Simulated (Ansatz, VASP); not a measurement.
**AlN in VASP and in Ansatz**

File INCAR:

```
ALGO = Normal
EDIFF = 1E-7
ENCUT = 520
GGA = PE
ISIF = 2
ISMEAR = 0
LASPH = True
LCHARG = False
LREAL = False
LWAVE = False
NBANDS = 11
NELM = 80
PREC = Accurate
SIGMA = 0.05
```

The input KPOINTS:

```
k-points
0
Gamma
  10 10 10
```

The input POSCAR:

```
AlN
1.0
   -0.2147773904      1.9329965137      1.9329965137
    1.9329965137     -0.2147773904      1.9329965137
    1.9329965137      1.9329965137     -0.2147773904
Al N
1 1
Direct
    0.5000000000      0.5000000000      0.5000000000
    0.0000000000      0.0000000000      0.0000000000
```

Input for Ansatz:

```yaml
crystal:
  lattice:
    - [-0.2147773904, 1.9329965137, 1.9329965137]
    - [1.9329965137, -0.2147773904, 1.9329965137]
    - [1.9329965137, 1.9329965137, -0.2147773904]
  atoms:
    - { symbol: Al, position: [0.5, 0.5, 0.5] }
    - { symbol: "N", position: [0.0, 0.0, 0.0] }
basis:
  ecutwfc: 420
kpoints:
  mp_grid: { grid: [10, 10, 10] }
hamiltonian:
  xc: pbe
scf:
  occupations: { method: gaussian, width: 0.05 }
output:
  forces: true
  stress: true
  eigenvalues: true
  write_density: true
  write_potential: true
  elf: true
  volumetric_format: npy
```

Alike in both runs: task single point; functional PBE; k mesh 10 × 10 × 10; occupations gaussian, width 0.05 eV; no spin polarisation.

```csv
,VASP,Ansatz
version,VASP 6.6.1,Ansatz 0.2.0
potentials or method,"VASP PAW PBE potentials, release 64 (Al, N)","scalar-relativistic, plane waves, PAW"
plane-wave cutoff (eV),520,420
valence electrons in the cell,8,8
```

|  | VASP | Ansatz | Ansatz less VASP |
| --- | --- | --- | --- |
| gap on the k mesh at the Fermi level (eV) | 1.94 | 1.95 | +0.014 |
| least direct gap on the mesh (eV) | 3.52 | 3.51 | -0.007 |
| pressure (GPa) | 1.8 | 2.1 | +0.28 |
| largest component of the traceless stress (GPa) | 26.37 | 26.34 | -0.030 |

The functional is the same, so the differences come from potentials, cutoffs and numerics.

A k mesh can miss the band edges. Expect the measured gap to be larger: semilocal functionals such as PBE lack the derivative discontinuity.
